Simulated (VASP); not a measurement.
# TiO2 (P4_2/mnm) in VASP: a series of runs

One crystal, TiO2, is run at these levels: PBE; tasks: single point.

Everything below comes from runs of VASP 6.6.1. Logs are shortened: lines on timing, memory, paths and dates and some standing lists are left out, and cuts for length are marked.

**1. The structure**

It takes space group P4_2/mnm (No. 136, tetragonal). The conventional cell has a = 4.600 Å, b = 4.600 Å, c = 2.959 Å, α = 90.00°, β = 90.00°, γ = 90.00°. Ti (site symmetry mmm) has 6 O at 1.95 to 1.98 Å as nearest neighbours. Around O (site symmetry m2m) lie 3 Ti at 1.95 to 1.98 Å.

The cell is a database's computed one.

**2. Single point, PBE**

Input file INCAR:

```
PREC = Accurate
ENCUT = 460
EDIFF = 1E-7
ISMEAR = 0
SIGMA = 0.05
LREAL = False
LASPH = True
NELM = 100
ALGO = Normal
ISIF = 2
LWAVE = False
LCHARG = False
GGA = PE
ADDGRID = False
```

Input file KPOINTS:

```
regular mesh
0
Gamma
  2 2 3
```

Input file POSCAR:

```
TiO2
1.0
    4.5998373239      0.0000000000      0.0000000000
    0.0000000000      4.5998373239      0.0000000000
    0.0000000000      0.0000000000      2.9592135600
Ti O
2 4
Direct
    0.0000000000      0.0000000000      0.5000000000
    0.5000000000      0.5000000000      0.0000000000
    0.3043213200      0.3043213200      0.5000000000
    0.1956786800      0.8043213200      0.0000000000
    0.8043213200      0.1956786800      0.0000000000
    0.6956786800      0.6956786800      0.5000000000
```

Potentials or basis: VASP PAW PBE potentials, release 64 (Ti_sv, O).

Command:

```
$ cat potpaw_PBE.64/Ti_sv/POTCAR potpaw_PBE.64/O/POTCAR > POTCAR
$ mpirun -np 1 vasp_std > vasp.out
```

OUTCAR:

```text
PREC = Accurate
   ENCUT = 460
   EDIFF = 1E-7
   ISMEAR = 0
   LREAL = False
   LASPH = True
   NELM = 100
   ISIF = 2
   GGA = PE

 Found      6 irreducible k-points:

 Following reciprocal coordinates:
            Coordinates               Weight
  0.000000  0.000000  0.000000      1.000000
  0.500000  0.000000  0.000000      2.000000
  0.500000  0.500000  0.000000      1.000000
  0.000000  0.000000  0.333333      2.000000
  0.500000  0.000000  0.333333      4.000000
  0.500000  0.500000  0.333333      2.000000
   k-points           NKPTS =      6   k-points in BZ     NKDIM =      6   number of bands    NBANDS=     28
   number of dos      NEDOS =    301   number of ions     NIONS =      6
   total plane-waves  NPLWV =  24576
   dimension x,y,z NGX =    32 NGY =   32 NGZ =   24
   dimension x,y,z NGXF=    64 NGYF=   64 NGZF=   48
   ions per type =               2   4
   NGX,Y,Z   is equivalent  to a cutoff of  11.57, 11.57, 13.48 a.u.
   NGXF,Y,Z  is equivalent  to a cutoff of  23.13, 23.13, 26.97 a.u.
 SYSTEM =  unknown system
   PREC   = accura    normal or accurate (medium, high low for compatibility)
   ISTART =      0    job   : 0-new  1-cont  2-samecut
   ICHARG =      2    charge: 1-file 2-atom 10-const
   ISPIN  =      1    spin polarized calculation?
   LNONCOLLINEAR =      F non collinear calculations
   LSORBIT =      F    spin-orbit coupling
   LASPH  =      T    aspherical Exc in radial PAW
   ENCUT  =  460.0 eV  33.81 Ry    5.81 a.u.   8.04  8.04  5.18*2*pi/ulx,y,z
   NELM   =    100;   NELMIN=  2; NELMDL= -5     # of ELM steps
   EDIFF  = 0.1E-06   stopping-criterion for ELM
   LREAL  =      F    real-space projection
   EDIFFG = 0.1E-05   stopping-criterion for IOM
   NSW    =      0    number of steps for IOM
   IBRION =     -1    ionic relax: 0-MD 1-quasi-New 2-CG
   NFREE  =      0    steps in history (QN), initial steepest desc. (CG)
   ISIF   =      2    stress and relaxation
   ISYM   =      2    0-nonsym 1-usesym 2-fastsym
   POTIM  = 0.5000    time-step for ionic-motion
   TEBEG  =    0.0;   TEEND  =   0.0 temperature during run
   PSTRESS=    0.0 pullay stress
   NELECT =      48.0000    total number of electrons
   NUPDOWN=      -1.0000    fix difference up-down
   EMIN   =  10.00;   EMAX   =-10.00  energy-range for DOS
   EFERMI =   0.00;   METHOD = LEGACY
   ISMEAR =     0;   SIGMA  =   0.05  broadening in eV -4-tet -1-fermi 0-gaus
   EFERMI_NEDOS =   21; number of points for ismear=-14 and -15
   IALGO  =     38    algorithm
   IMIX   =      4    mixing-type and parameters
     AMIX     =   0.40;   BMIX     =  1.00
     AMIX_MAG =   1.60;   BMIX_MAG =  1.00
  volume/ion in A,a.u.               =      10.44        70.42
  Fermi-wavevector in a.u.,A,eV,Ry     =   1.498309  2.831394 30.544140  2.244931
  Thomas-Fermi vector in A             =   2.610085
   LORBIT       =      0    0 simple, 1 ext, 2 COOP (PROOUT), +10 PAW based schemes
   GGA     = PE    functional components
   LHFCALC =     F    Hartree Fock is set to
   AEXX    =    0.0000 exact exchange contribution
   IVDW    =     0    specifies the selected vdW correction
   LEPSILON=     F    determine dielectric tensor
   LRPA    =     F    only Hartree local field effects (RPA)
 non-spin polarized calculation
 Gauss-broadening in eV      SIGMA  =   0.05
  energy-cutoff  :      460.00
  volume of cell :       62.61
 maximum number of plane-waves:      1415
   NGX = 17   NGY = 17   NGZ = 11

 number of electron      47.9999990 magnetization

 Free energy of the ion-electron system (eV)
  ---------------------------------------------------
  ext. energy  EPLUGINS =         0.00000000
  ---------------------------------------------------
  free energy    TOTEN  =       -53.57246816 eV

  energy without entropy =      -53.57246816  energy(sigma->0) =      -53.57246816

 E-fermi :   5.0717     XC(G=0): -11.3964

 val. band max:        4.8441117563   @ k =   0.0000   0.0000   0.0000
 cond. band min:       6.6453184702   @ k =   0.0000   0.0000   0.0000
 fundamental gap:      1.8012067139
 Fermi energy:         5.0717323272

 k-point     1 :       0.0000    0.0000    0.0000
  band No.  band energies     occupation
      1     -52.1439      2.00000
      2     -52.1272      2.00000
      3     -28.4495      2.00000
      4     -28.4495      2.00000
      5     -28.2863      2.00000
      6     -28.2863      2.00000
      7     -28.2408      2.00000
      8     -28.2077      2.00000
      9     -13.3525      2.00000
     10     -12.1890      2.00000
     11     -11.4673      2.00000
     12     -11.4673      2.00000
     13      -0.9231      2.00000
     14      -0.5068      2.00000
     15      -0.0748      2.00000
     16       1.0237      2.00000
     17       1.0237      2.00000
     18       2.2846      2.00000
     19       2.2846      2.00000
     20       2.8610      2.00000
     21       4.1394      2.00000
     22       4.3886      2.00000
     23       4.3886      2.00000
     24       4.8441      2.00000
     25       6.6453      0.00000
     26       6.9408      0.00000
     27       7.1757      0.00000
     28       7.2759      0.00000

 k-point     2 :       0.5000    0.0000    0.0000
  band No.  band energies     occupation
      1     -52.1354      2.00000
      2     -52.1354      2.00000
      3     -28.3984      2.00000
      4     -28.3984      2.00000
      5     -28.3413      2.00000
      6     -28.3413      2.00000
      7     -28.2242      2.00000
      8     -28.2242      2.00000
      9     -12.6177      2.00000
     10     -12.6177      2.00000
     11     -11.6986      2.00000
     12     -11.6986      2.00000
     13      -0.0687      2.00000
     14      -0.0687      2.00000
     15       1.0844      2.00000
     16       1.0844      2.00000
     17       1.5959      2.00000
     18       1.5959      2.00000
     19       1.7770      2.00000
     20       1.7770      2.00000
     21       3.1963      2.00000
     22       3.1963      2.00000
     23       4.1004      2.00000
     24       4.1004      2.00000
     25       7.3156      0.00000
     26       7.3156      0.00000
     27       7.8048      0.00000
     28       7.8048      0.00000

 k-point     3 :       0.5000    0.5000    0.0000
  band No.  band energies     occupation
      1     -52.1353      2.00000
      2     -52.1353      2.00000
      3     -28.4616      2.00000
      4     -28.4616      2.00000
      5     -28.2789      2.00000
      6     -28.2789      2.00000
      7     -28.2241      2.00000
      8     -28.2241      2.00000
      9     -12.6888      2.00000
     10     -12.6888      2.00000
     11     -11.5974      2.00000
     12     -11.5974      2.00000
     13      -0.6981      2.00000
     14      -0.6981      2.00000
     15       0.9536      2.00000
     16       0.9536      2.00000
     17       1.9928      2.00000
     18       1.9928      2.00000
     19       2.6496      2.00000
     20       2.6496      2.00000
     21       3.5362      2.00000
     22       3.5362      2.00000
     23       3.7673      2.00000
     24       3.7673      2.00000
     25       6.6826      0.00000
     26       6.6826      0.00000
     27       7.2980      0.00000
     28       7.2980      0.00000

 k-point     4 :       0.0000    0.0000    0.3333
  band No.  band energies     occupation
      1     -52.1097      2.00000
      2     -52.1014      2.00000
      3     -28.5660      2.00000
      4     -28.5517      2.00000
      5     -28.3553      2.00000
      6     -28.3553      2.00000
      7     -28.2782      2.00000
      8     -28.2782      2.00000
      9     -12.4454      2.00000
     10     -11.8457      2.00000
     11     -11.8457      2.00000
     12     -11.8067      2.00000
     13       0.2585      2.00000
     14       0.3198      2.00000
     15       0.8176      2.00000
     16       0.8176      2.00000
     17       1.0755      2.00000
     18       1.1450      2.00000
     19       1.7562      2.00000
     20       2.7952      2.00000
     21       2.7952      2.00000
     22       3.2721      2.00000
     23       3.2721      2.00000
     24       3.8564      2.00000
     25       7.1330      0.00000
     26       7.4999      0.00000
     27       7.9281      0.00000
     28       8.1942      0.00000

 k-point     5 :       0.5000    0.0000    0.3333
  band No.  band energies     occupation
      1     -52.1057      2.00000
      2     -52.1057      2.00000
      3     -28.5715      2.00000
      4     -28.5715      2.00000
      5     -28.3190      2.00000
      6     -28.3190      2.00000
      7     -28.3029      2.00000
      8     -28.3029      2.00000
      9     -12.2252      2.00000
     10     -12.2252      2.00000
     11     -11.7505      2.00000
     12     -11.7505      2.00000
     13       0.3005      2.00000
     14       0.3005      2.00000
     15       0.6033      2.00000
     16       0.6033      2.00000
     17       1.3548      2.00000
     18       1.3548      2.00000
     19       2.1543      2.00000
     20       2.1543      2.00000
     21       3.0107      2.00000
     22       3.0107      2.00000
     23       3.8299      2.00000
     24       3.8299      2.00000
     25       7.0600      0.00000
     26       7.0600      0.00000
     27       8.0251      0.00000
     28       8.0251      0.00000

 k-point     6 :       0.5000    0.5000    0.3333
  band No.  band energies     occupation
      1     -52.1056      2.00000
      2     -52.1056      2.00000
      3     -28.5582      2.00000
      4     -28.5582      2.00000
      5     -28.3625      2.00000
      6     -28.3625      2.00000
      7     -28.2750      2.00000
      8     -28.2750      2.00000
      9     -12.0219      2.00000
     10     -12.0219      2.00000
     11     -11.9467      2.00000
     12     -11.9467      2.00000
     13       0.1084      2.00000
     14       0.1084      2.00000
     15       0.1920      2.00000
     16       0.1920      2.00000
     17       1.5484      2.00000
     18       1.5484      2.00000
     19       2.5307      2.00000
     20       2.5307      2.00000
     21       3.2783      2.00000
     22       3.2783      2.00000
     23       3.8561      2.00000
     24       3.8561      2.00000
     25       7.7361      0.00000
     26       7.7362      0.00000
     27       7.7407      0.00000
     28       7.7581      0.00000

------------------------ aborting loop because EDIFF is reached ----------------------------------------

  FORCE on cell =-STRESS in cart. coord.  units (eV):
  Direction    XX          YY          ZZ          XY          YZ          ZX
  --------------------------------------------------------------------------------------
  -------------------------------------------------------------------------------------
  Total        1.5361698      1.5361698      1.6752893     -0.0000000      0.0000000      0.0000000
  in kB       39.3086876     39.3086876     42.8685843     -0.0000000      0.0000000      0.0000000
  external PRESSURE =      40.4953198 kB  Pullay stress =       0.0000000 kB

 VOLUME and BASIS-vectors are now :
 -----------------------------------------------------------------------------
  energy-cutoff  :      460.00
  volume of cell :       62.61
      direct lattice vectors                 reciprocal lattice vectors
     4.599837324  0.000000000  0.000000000     0.217398993  0.000000000  0.000000000
     0.000000000  4.599837324  0.000000000     0.000000000  0.217398993  0.000000000
     0.000000000  0.000000000  2.959213560     0.000000000  0.000000000  0.337927622

 POSITION                                       TOTAL-FORCE (eV/Angst)
 -----------------------------------------------------------------------------------
      0.00000      0.00000      1.47961        -0.000000      0.000000      0.000000
      2.29992      2.29992      0.00000        -0.000000      0.000000      0.000000
      1.39983      1.39983      1.47961        -0.000754     -0.000754      0.000000
      0.90009      3.69975      0.00000         0.000754     -0.000754      0.000000
      3.69975      0.90009      0.00000        -0.000754      0.000754     -0.000000
      3.20001      3.20001      1.47961         0.000754      0.000754     -0.000000
 -----------------------------------------------------------------------------------
    total drift:                               -0.000000     -0.000000     -0.000000

  FREE ENERGIE OF THE ION-ELECTRON SYSTEM (eV)
  ---------------------------------------------------
  free  energy   TOTEN  =       -53.5724681557 eV

  energy  without entropy=      -53.5724681557  energy(sigma->0) =      -53.57246816
```

Run time: 12 s. Hardware: 1 thread of AMD EPYC 7R13 (Zen 3), shared host; peak memory 0.13 GiB.

The run converged, but some of its settings lie outside the range that counts as converged, so its numbers aren't taken as properties of the crystal.

Results:

```yaml
Free_energy: -53.5725 eV
Pressure: 4.0 GPa
Band_gap_on_the_k_mesh: 1.80 eV, direct
```

Caveat: the k mesh is coarse (spacing up to 0.71 Å⁻¹), so the values aren't converged; the cutoff is under 1.25 times the usual one of these potentials, so pressure, stress and relaxed cells hold a basis-set (Pulay) error; an odd mesh through Γ misses points on the zone boundary, where band edges often lie.

[end of part 1 of 2]
